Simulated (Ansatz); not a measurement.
Computed with DFT PBE, scalar-relativistic, plane waves, PAW in Ansatz. Several structures of Ga₄P were relaxed, and the powder pattern of one of them was computed from 10° to 70° in 2θ (λ = 1.5406 Å; lines under 1 % are left out).

Cu Kα1 powder pattern (kinematic, no thermal factors).
```csv
2θ (°),relative intensity
15.88,2
21.51,4
26.85,6
30.61,13
32.08,24
34.66,5
38.03,100
38.95,10
43.83,4
44.93,18
47.69,9
48.96,5
49.33,16
60.06,6
61.16,17
63.72,2
67.08,3
68.10,6
68.30,17
```

Question: Which structure gives it?
A.

```
Ga P
1.0
    -2.97576    2.97576    2.97576
     2.97576   -2.97576    2.97576
     2.97576    2.97576   -2.97576
Ga P
4 1
Direct
  0.00000 0.00000 0.50000
  0.50000 0.00000 0.00000
  0.50000 0.50000 0.50000
  0.00000 0.50000 0.00000
  0.00000 0.00000 0.00000
```

B.

```
Ga P
1.0
    -2.52905    2.52905    3.87866
     2.52905   -2.52905    3.87866
     2.52905    2.52905   -3.87866
Ga P
4 1
Direct
  0.31964 0.31964 0.00000
  0.68036 0.68036 0.00000
  0.50000 0.00000 0.50000
  0.00000 0.50000 0.50000
  0.00000 0.00000 0.00000
```

C.

```
Ga P
1.0
     5.83692    0.00000    0.00000
     0.00000    5.83692    0.00000
     0.00000    0.00000    5.57644
Ga P
8 2
Direct
  0.66641 0.83359 0.28294
  0.83359 0.33359 0.28294
  0.16641 0.33359 0.71706
  0.83359 0.66641 0.71706
  0.66641 0.16641 0.71706
  0.33359 0.83359 0.71706
  0.33359 0.16641 0.28294
  0.16641 0.66641 0.28294
  0.50000 0.50000 0.00000
  0.00000 0.00000 0.00000
```

Answer: C. Its strongest line, at 2θ = 38.03°, has d = λ/(2 sin θ) = 2.364 Å and is the (2 1 1) reflection of the conventional P4/nbm cell with a = 5.837 Å, c = 5.576 Å. The others have their strongest lines at 42.9° (A); 35.5° (B).

The cells needn't be stable.
